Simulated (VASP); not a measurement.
A run of VASP 6.6.1:

File INCAR:

```
ALGO     = Normal         # electronic algorithm
EDIFF    = 1E-6           # SCF threshold, eV
ENCUT    = 520            # plane-wave cutoff, eV
GGA      = PS             # functional
ISIF     = 2              # what is computed and relaxed
ISMEAR   = 0              # smearing method
LASPH    = T              # aspherical terms in the spheres
LCHARG   = T              # write CHGCAR
LELF     = T              # ELF
LREAL    = F              # projectors in reciprocal space
LVHAR    = T            
LWAVE    = F              # write WAVECAR
NBANDS   = 35             # bands
NELM     = 80             # most SCF steps
PREC     = Accurate       # precision mode
SIGMA    = 0.02           # smearing width, eV
```

KPOINTS

```
k-points
0
Gamma
  15 15 4
```

File POSCAR:

```
MoSe2
1.0
    3.2708800000      0.0000000000      0.0000000000
   -1.6354400000      2.8326600000      0.0000000000
    0.0000000000      0.0000000000     13.1334600000
Mo Se
2 4
Direct
    0.6666700000      0.3333300000      0.7500000000
    0.3333300000      0.6666700000      0.2500000000
    0.3333300000      0.6666700000      0.8768800000
    0.6666700000      0.3333300000      0.3768800000
    0.3333300000      0.6666700000      0.6231200000
    0.6666700000      0.3333300000      0.1231200000
```

Potentials or basis: VASP PAW PBE potentials, release 64 (Mo_sv, Se).

Launch:

```sh
$ cat potpaw_PBE.64/Mo_sv/POTCAR potpaw_PBE.64/Se/POTCAR > POTCAR
$ mpirun -np 1 vasp_std > vasp.out
```

Hardware: 1 thread of Intel(R) Xeon(R) Platinum 8488C (Sapphire Rapids), on a shared host.

**Question.** Estimate the wall time of this run.

**Answer.** Run time: 6.5 min on 1 thread of Intel(R) Xeon(R) Platinum 8488C (Sapphire Rapids) (shared host), peak memory 0.7 GiB. Counts: scf iterations 14, k points 192.
